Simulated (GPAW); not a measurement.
# WC (Qusongite) (P-6m2) in GPAW: notebook

One crystal, WC (Qusongite), is run at these levels: PBE, LDA; tasks: band structure.

Everything below comes from runs of GPAW 26.7.0. Logs are shortened: lines on timing, memory, paths and dates and some standing lists are left out, and cuts for length are marked. The log counts tension as positive stress, the text compression.

## 1. The structure

It takes space group P-6m2 (No. 187, hexagonal). The conventional cell has a = 2.907 Å, b = 2.907 Å, c = 2.837 Å, α = 90.00°, β = 90.00°, γ = 120.00°. W (site symmetry -6m2) has 6 C at 2.20 Å as nearest neighbours. Around C (site symmetry -6m2) lie 6 W at 2.20 Å.

## 2. Band structure, PBE, spin-orbit coupling, no magnetisation

File run.py:

```python
import numpy as np
from ase.dft.bandgap import bandgap
from ase.io import read, write
from ase.units import GPa
from gpaw import GPAW, PW
from gpaw.spinorbit import soc_eigenstates

atoms = read('WC.xyz')

calc = GPAW(mode=PW(800),
            xc='PBE',
            kpts={'size': (7, 7, 7), 'gamma': True},
            occupations={'name': 'fermi-dirac', 'width': 0.05},
            nbands=19,
            convergence={'density': 1e-05, 'energy': 1e-05},
            maxiter=150,
            txt='gpaw.txt')
atoms.calc = calc
energy = atoms.get_potential_energy()
forces = atoms.get_forces()
stress = atoms.get_stress()
calc.write('gs.gpw')
write('result.traj', atoms)
print(f'Energy: {energy:.6f} eV')
print('Forces (eV/A):')
print(forces.round(4))
print('Stress (GPa):', (stress / GPa).round(3))
print('Fermi level:', round(calc.get_fermi_level(), 4), 'eV')
print(f'Gap: {bandgap(calc)[0]:.4f} eV, direct: {bandgap(calc, direct=True)[0]:.4f} eV')

path = atoms.cell.bandpath('GMKGALHA,LM,KH', npoints=80, eps=1e-4)
bs_calc = calc.fixed_density(kpts=path, symmetry='off', nbands=28,
                             convergence={'bands': 'CBM+6.0', 'eigenstates': 1e-6}, txt='bands.txt')
bs = bs_calc.band_structure()
bs.write('bs.json')
print(f'Gap on the path: {bandgap(bs_calc)[0]:.4f} eV')

soc = soc_eigenstates(bs_calc, theta=0, phi=0)
np.savetxt('soc_bands.dat', soc.eigenvalues(), fmt='%.4f')
mesh = soc_eigenstates('gs.gpw', theta=0, phi=0)
np.savetxt('soc_mesh.dat', mesh.eigenvalues(), fmt='%.4f')
print('Fermi level with spin-orbit coupling:', round(mesh.fermi_level, 4), 'eV')
```

File WC.xyz:

```xyz
2
Lattice="2.9065000000 0.0000000000 0.0000000000 -1.4532500000 2.5171028361 0.0000000000 0.0000000000 0.0000000000 2.8366000000" Properties=species:S:1:pos:R:3 pbc="T T T"
W      0.0000000000      0.0000000000      0.0000000000
C      1.4532500001      0.8390342786      1.4183000000
```

Potentials or basis: GPAW PAW data sets (gpaw-data 1.2.1), pw.

On the command line:

```console
$ OMP_NUM_THREADS=1 python run.py
```

gpaw.txt:

```text
__  _  _
 | _ |_)|_||  |
 |__||  | ||/\| - 26.7.0

Input parameters:
  mode=PW(ecut=800.0),
  convergence={'density': 1e-05, 'energy': 1e-05},
  kpts=MonkhorstPack(size=(7, 7, 7), gamma=True),
  maxiter=150,
  nbands=19,
  occupations=Occupations(name='fermi-dirac', width=0.05),
  xc=XC(name='PBE')

Diagonalizing LCAO Hamiltonian
Converting LCAO to pw mode

           C

       W

Atoms  # Å, Bohr magnetons
|   | symbol |        x |        y |        z |    initial magnetic moments |
|---|--------|----------|----------|----------|-----------------------------|
| 0 |      W | 0.000000 | 0.000000 | 0.000000 | ( 0.0000,  0.0000,  0.0000) |
| 1 |      C | 1.453250 | 0.839034 | 1.418300 | ( 0.0000,  0.0000,  0.0000) |

Unit cell  # Å
| periodic |         x |        y |        z |  lengths |     angles |
|----------|-----------|----------|----------|----------|------------|
|      yes |  2.906500 | 0.000000 | 0.000000 | 2.906500 |  90.000000 |
|      yes | -1.453250 | 2.517103 | 0.000000 | 2.906500 |  90.000000 |
|      yes |  0.000000 | 0.000000 | 2.836600 | 2.836600 | 120.000000 |

Number of symmetries: 12
Symmetry operations  # r_c * U_cc + t_c -> r_c
|    | kind |            matrix            |
|----|------|------------------------------|
|  0 |  σ   |  1, 1, 0,  0,-1, 0,  0, 0, 1 |
|  1 |  C2  |  1, 1, 0,  0,-1, 0,  0, 0,-1 |
|  2 |  E   |  1, 0, 0,  0, 1, 0,  0, 0, 1 |
|  3 |  σ   |  1, 0, 0,  0, 1, 0,  0, 0,-1 |
|  4 |  C3  |  0, 1, 0, -1,-1, 0,  0, 0, 1 |
|  5 |  S3  |  0, 1, 0, -1,-1, 0,  0, 0,-1 |
|  6 |  σ   |  0,-1, 0, -1, 0, 0,  0, 0, 1 |
|  7 |  C2  |  0,-1, 0, -1, 0, 0,  0, 0,-1 |
|  8 |  σ   | -1, 0, 0,  1, 1, 0,  0, 0, 1 |
|  9 |  C2  | -1, 0, 0,  1, 1, 0,  0, 0,-1 |
| 10 |  C3  | -1,-1, 0,  1, 0, 0,  0, 0, 1 |
| 11 |  S3  | -1,-1, 0,  1, 0, 0,  0, 0,-1 |

BZ-sampling:
  Number of BZ points: 343
  Number of IBZ points: 32

  Monkhorst-Pack size: [7, 7, 7]
  Monkhorst-Pack shift: [0, 0, 0]

K-points  # in reciprocal-cell coordinates
|     |                                coordinates |     weight |
|-----|--------------------------------------------|------------|
|   0 | (  0.00000000,   0.00000000,   0.00000000) | 0.00291545 |
|   1 | (  0.00000000,   0.00000000,   0.14285714) | 0.00583090 |
|   2 | (  0.00000000,   0.00000000,   0.28571429) | 0.00583090 |
|   3 | (  0.00000000,   0.00000000,   0.42857143) | 0.00583090 |
|   4 | (  0.14285714,   0.00000000,   0.00000000) | 0.01749271 |
|   5 | (  0.14285714,   0.00000000,   0.14285714) | 0.03498542 |
|   6 | (  0.14285714,   0.00000000,   0.28571429) | 0.03498542 |
|   7 | (  0.14285714,   0.00000000,   0.42857143) | 0.03498542 |
|   8 | (  0.28571429,  -0.14285714,   0.00000000) | 0.01749271 |
|   9 | (  0.28571429,  -0.14285714,   0.14285714) | 0.03498542 |
| ... |                                            |            |
|  31 | (  0.42857143,   0.42857143,   0.42857143) | 0.03498542 |

Plane wave coefficients: 1085
Cutoff: 800.0 eV

Spin-components: 1 (collinear spins)
Bands:           19
Projectors:      11
Spin-degeneracy: 2
Datatype:        complex128

Parallelization:
  kpt:    1
  domain: 1
  band:   1

Density:
  Valence electrons: 18.0
  Components: 1
  Grid points: [20 20 20]
  Charge: 0.0  # |e|

Potential:
  Grid points: [20 20 20]

species:
  W:
    name:    Tungsten
    Z:       74.0
    valence: 14
    core:    60
    charge:  0.0  # [|e|]
    compensation charges:
      type: gauss
      rc: 0.40  # [Å]
      lmax: 2
    cutoffs:
      filter: 2.36  # [Å]
      core: 3.02  # [Å]
    projectors
    | kind |    occ | energy [eV] | rcut [Å] |
    |------|--------|-------------|----------|
    |   5s |  2.000 |     -78.830 |    1.344 |
    |   6s |  2.000 |      -5.697 |    1.344 |
    |   5p |  6.000 |     -43.233 |    1.355 |
    |   6p |  0.000 |      -1.367 |    1.355 |
    |   5d |  4.000 |      -4.494 |    1.228 |
    |    d |        |      22.717 |    1.228 |

    Using partial waves for W as LCAO basis

  C:
    name:    Carbon
    Z:       6.0
    valence: 4
    core:    2
    charge:  0.0  # [|e|]
    compensation charges:
      type: gauss
      rc: 0.20  # [Å]
      lmax: 2
    cutoffs:
      filter: 1.14  # [Å]
      core: 1.14  # [Å]
    projectors
    | kind |    occ | energy [eV] | rcut [Å] |
    |------|--------|-------------|----------|
    |   2s |  2.000 |     -13.751 |    0.635 |
    |   2p |  2.000 |      -5.284 |    0.635 |
    |    s |        |      13.461 |    0.635 |
    |    p |        |      21.927 |    0.635 |
    |    d |        |       0.000 |    0.635 |

    Using partial waves for C as LCAO basis

Reference energy: -439799.299771  # eV

eigensolver:
  PPCG
  Converge bands: occupied
  niter=2

density mixing:
  MSR1-Mixer
  Pratt-step length: 0.05
  Maximum mixing coefficient: 0.75
  Old densities: 10
  SVD Regularization: 0.005
  Good broyden scale: 1.0
  Trust region scale: 1.0
  Backstep threshold: 4.0
  History deletion threshold: 6.0
  Fourier metric: weight=20.0, sigma=0.015

occupation numbers:
  Fermi-Dirac:
    width: 0.0500  # eV

poisson solver:
  ecut: 6400.0  # eV

xc functional:
  name: PBE with 2 nearest neighbor stencil

convergence criteria:
[... 6 lines left out ...]
|iter     | |      energy | eigst |  dens |
|---------|-|-------------|-------|-------|
|iter:   1| |  -22.656851 | -0.13 |       |
|iter:   2| |  -22.174397 | -2.66 | -0.93 |
|iter:   3| |  -21.096274 | -1.68 | -0.99 |
|iter:   4| |  -21.102751 | -3.58 | -1.69 |
|iter:   5| |  -21.109974 | -3.61 | -1.92 |
|iter:   6| |  -21.109835 | -5.40 | -2.94 |
|iter:   7| |  -21.109841c| -6.83 | -3.62 |
|iter:   8| |  -21.109841c| -8.10c| -4.19 |
|iter:   9| |  -21.109841c| -7.81c| -4.87 |
|iter:  10| |  -21.109841c| -8.82c| -5.46c|

Converged in 10 steps
Energy contributions relative to reference atoms: (reference = -439799.299771)

Energy contributions:
  Kinetic:          17.392145
  Coulomb:         -19.075316
  Zero:              0.060651
  External:          0.000000
  Xc:              -19.485672
  Entropy:          -0.003296
  Spinorbit:         0.000000
  ----------------------------
  Free energy:     -21.111488
  Extrapolated:    -21.109841

dipole moment: (-4.701604, -9.802403, -10.579236)  # |e|*Ang

Fermi level: 14.255
Eigenvalues  # (at kpt = [0.000, 0.000, 0.000])
| band index |      eig [eV] | occ [0-2] |
|------------|---------------|-----------|
|          0 |       -59.657 |     2.000 |
|          1 |       -23.912 |     2.000 |
|          2 |       -23.790 |     2.000 |
|          3 |       -23.790 |     2.000 |
|          4 |        -0.281 |     2.000 |
|          5 |         9.840 |     2.000 |
[... 9 lines left out ...]
|         15 |        30.943 |     0.000 |
|         16 |        30.943 |     0.000 |
|        ... |               |           |
|         18 |        38.128 |     0.000 |

No gap
No difference between direct/indirect transitions

Forces  # eV/Ang
|        x |       y |       z |
|----------|---------|---------|
|  0.00000 | 0.00000 | 0.00000 |  # W    0
| -0.00000 | 0.00000 | 0.00000 |  # C    1

Stress tensor  # eV/Ang^3
|         x |         y |         z |
|-----------|-----------|-----------|
| -0.035478 | -0.000000 |  0.000000 |
|  0.000000 | -0.035478 |  0.000000 |
|  0.000000 |  0.000000 | -0.035991 |

# Writing to gs.gpw (mode='')
```

It took 28 s on 1 thread of Arm Neoverse V1, shared host; peak memory 0.25 GiB.

What came out:

```
Free energy             : -21.1115 eV
Pressure                : 5.7 GPa
Band gap along the path : none (metal or under the smearing width)
```

Stress tensor (GPa, compression positive):
```
5.68 0.00 0.00
0.00 5.68 0.00
0.00 0.00 5.77
```

Levels at the corners of the path, in eV from the Fermi level:
```tsv
point	band 15	band 16	band 17	band 18	band 19	band 20	band 21	band 22
Γ	-3.31	-3.31	-0.03	-0.02	2.87	2.87	3.29	3.29
M	-3.69	-3.69	-0.56	-0.56	2.19	2.19	4.22	4.22
K	-3.65	-3.51	0.24	0.60	0.62	1.09	1.92	2.00
Γ	-3.31	-3.31	-0.03	-0.02	2.87	2.87	3.29	3.29
A	-2.11	-2.11	-0.98	-0.98	-0.39	-0.39	3.44	3.44
L	-4.29	-4.29	0.25	0.25	4.24	4.24	5.07	5.07
H	-1.95	-1.61	-0.76	-0.53	4.14	4.23	6.16	6.43
A	-2.11	-2.11	-0.98	-0.98	-0.39	-0.39	3.44	3.44
L	-4.29	-4.29	0.25	0.25	4.24	4.24	5.07	5.07
M	-3.69	-3.69	-0.56	-0.56	2.19	2.19	4.22	4.22
K	-3.65	-3.51	0.24	0.60	0.62	1.09	1.92	2.00
H	-1.95	-1.61	-0.76	-0.53	4.14	4.23	6.16	6.43
```

Caveat: spin-orbit coupling was added after a scalar SCF, so levels and gaps hold it while energy, forces, pressure and moments don't; this program's spin-orbit splittings come out too wide for heavy elements.

## 3. Band structure, PBE

File run.py:

```python
from ase.dft.bandgap import bandgap
from ase.io import read, write
from gpaw import GPAW

atoms = read('POSCAR')

calc = GPAW(mode='fd',
            h=0.16,
            xc='PBE',
            kpts={'size': (7, 7, 7), 'gamma': True},
            occupations={'name': 'fermi-dirac', 'width': 0.05},
            nbands=19,
            convergence={'density': 1e-05, 'energy': 1e-05},
            maxiter=150,
            txt='gpaw.txt')
atoms.calc = calc
energy = atoms.get_potential_energy()
forces = atoms.get_forces()
calc.write('gs.gpw')
write('result.traj', atoms)
print(f'Energy: {energy:.6f} eV')
print('Forces (eV/A):')
print(forces.round(4))
print('Fermi level:', round(calc.get_fermi_level(), 4), 'eV')
print(f'Gap: {bandgap(calc)[0]:.4f} eV, direct: {bandgap(calc, direct=True)[0]:.4f} eV')

path = atoms.cell.bandpath('GMKGALHA,LM,KH', npoints=60, eps=1e-4)
bs_calc = calc.fixed_density(kpts=path, symmetry='off', nbands=28,
                             convergence={'bands': 'CBM+6.0', 'eigenstates': 1e-6}, txt='bands.txt')
bs = bs_calc.band_structure()
bs.write('bs.json')
print(f'Gap on the path: {bandgap(bs_calc)[0]:.4f} eV')
```

File POSCAR:

```
WC
1.0
    2.9065000000      0.0000000000      0.0000000000
   -1.4532500000      2.5171028361      0.0000000000
    0.0000000000      0.0000000000      2.8366000000
W C
1 1
Direct
    0.0000000000      0.0000000000      0.0000000000
    0.6666666667      0.3333333333      0.5000000000
```

Potentials or basis: GPAW PAW data sets (gpaw-data 1.2.1), fd.

On the command line:

```console
$ OMP_NUM_THREADS=1 python run.py
```

Run time: 87 s. Hardware: 1 thread of Arm Neoverse V1, shared host; peak memory 0.47 GiB.

Results (log left out):

```
Free energy             : -21.1207 eV
Band gap along the path : none (metal or under the smearing width)
```

Levels at the corners of the path, in eV from the Fermi level:
```tsv
point	band 7	band 8	band 9	band 10	band 11	band 12
Γ	-3.44	-3.44	-0.03	3.11	3.11	5.50
M	-3.72	-3.67	-0.59	2.22	4.42	4.76
K	-4.67	-3.56	0.50	0.87	1.94	3.10
Γ	-3.44	-3.44	-0.03	3.11	3.11	5.50
A	-2.13	-2.13	-0.69	-0.69	3.54	4.40
L	-4.43	-4.31	0.18	4.32	5.17	6.51
H	-5.50	-1.74	-0.75	4.29	6.26	7.48
A	-2.13	-2.13	-0.69	-0.69	3.54	4.40
L	-4.43	-4.31	0.18	4.32	5.17	6.51
M	-3.72	-3.67	-0.59	2.22	4.42	4.76
K	-4.67	-3.56	0.50	0.87	1.94	3.10
H	-5.50	-1.74	-0.75	4.29	6.26	7.48
```

Caveat: the real-space grid adds noise to forces; spin-orbit coupling is left out, which moves the levels of the heavy elements.

(Continued in part 2 of 2.)
